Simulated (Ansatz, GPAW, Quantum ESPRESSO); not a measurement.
# One calculation of AlNi, 3 ways

```
CELL_PARAMETERS angstrom
1.93869 -1.95319 0.00000
1.93869 1.95319 0.00000
0.00000 0.00000 3.09943
ATOMIC_POSITIONS crystal
Ni 0.50000 0.50000 0.50000
Al 0.00000 0.00000 0.00000
```

The cell comes from a database or a generator and needn't be the stable form of this composition.

Alike in all runs: task single point; functional PBEsol; k mesh 10 × 10 × 9; occupations fermi-dirac, width 0.05 eV; collinear spin, ferromagnetic start; no spin-orbit coupling. Pressure is positive in compression and, in plane waves, holds the error of the finite cutoff.

```tsv
program and potentials	plane-wave cutoff (eV)	notes	pressure (GPa)	net moment per atom (μB)
Ansatz, all-electron LAPW, scalar-relativistic	-	-	0.42	0.00
GPAW, PAW data sets generated for this functional	600	9.5 valence electrons an atom on average; this data set often lies off other programs	1.69	0.00
Quantum ESPRESSO, GBRV 1.5 PBEsol	612	10.5 valence electrons an atom on average	0.48	0.00
```

The pressure spans 0.42 (Ansatz, all-electron LAPW, scalar-relativistic) to 1.69 GPa (GPAW, PAW data sets generated for this functional), with all-electron results at 0.42. All agree on the net moment per atom. The state is the one that the start led to, which needn't be the lowest.

The functional is the same throughout but for its coding, so the spread measures potentials, basis and numerics; runs on potential files found faulty are left out.
